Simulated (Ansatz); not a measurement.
MoP, DFT, PBE, PAW with Ansatz's default frozen-core files, scalar-relativistic (Ansatz 0.2.0), run on 1 thread of Arm Neoverse V1 on a shared host.

The cell is COD entry 1539074, as deposited and not checked against the literature; nothing was relaxed. The listed cell was then made from it by scaling, straining or moving an atom.

Command: `ansatz run input.yaml --threads 1 --pin off --max-ram 2048MiB --backend cpu --events-out ev --progress --plain --runs-dir out`

```yaml
crystal:
  lattice:
    - [3.2070049172, 0.0, 0.0]
    - [-1.6035024587, 2.7773477284, 0.0]
    - [0.0, 0.0, 3.22291]
  atoms:
    - { symbol: Mo, position: [0.0, 0.0, 0.0] }
    - { symbol: P, position: [0.3333333333, 0.6666666667, 0.5] }
kpoints:
  mp_grid: { grid: [15, 15, 13] }
scf:
  occupations: { method: fermi_dirac, width: 0.08 }
hamiltonian:
  xc: pbe
  pseudopotentials: { kind: paw }
output:
  forces: true
  stress: true
  eigenvalues: true
  efg: { contact_densities: true }
```

Q: How large is the problem that the program sets up?

A: 189 irreducible k-points, 551 plane waves at Γ, 14 bands.

Q: About how long does it take, and how much memory does it use?

A: 8.2 s of wall time for 6 SCF iterations, with a peak of 0.4 GiB. Times on shared machines scatter by tens of per cent.

Q: And the same cell and mesh by full-potential LAPW, asked for forces, stress, eigenvalues, on the same hardware?

A: 74 s, peak memory 0.59 GiB.

Q: And the same cell and mesh by crystal-made all-electron datasets, asked for forces, stress, eigenvalues, efg, on the same hardware?

A: 23 s, peak memory 0.64 GiB.
